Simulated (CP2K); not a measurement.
## GaP in CP2K: the effect of functional

The system is GaP.

```xyz
2
Lattice="3.8541 0.0000 0.0000 1.9270 3.3377 0.0000 1.9270 1.1126 3.1468" Properties=species:S:1:pos:R:3 pbc="T T T"
Ga    0.0000    0.0000    0.0000
P     5.7811    3.3377    2.3601
```

Alike in all runs:

| Property | Result |
| --- | --- |
| Program | CP2K 2026.2 |
| Task | band structure |
| Potentials or basis | POTENTIAL_UZH Ga GTH-PBE-q13, P GTH-PBE-q5; TZVP-MOLOPT-PBE-GTH basis |
| Density cutoff | 9184 eV |
| k mesh | 8 × 8 × 8 |
| Occupations | fermi-dirac, width 0.05 eV |
| Spin | no spin polarisation |

```tsv
functional	gap on the mesh (eV)	pressure (GPa)
LDA	1.45	-1.0
PBEsol	1.51	0.3
optB88-vdW	1.63	3.2
rev-vdW-DF2	?	?
AM05	1.57	0.5
TPSS	1.70	2.1
```

What does the run with functional rev-vdW-DF2 give?

gap on the mesh 1.59 eV; pressure 2.3 GPa.

Caveats: the potentials were made for another functional, which shifts forces and pressure; the basis of atomic orbitals isn't converged, which shifts pressures, moduli and gaps.

A k mesh can miss the band edges.

Runs at the PBE level aren't shown here.
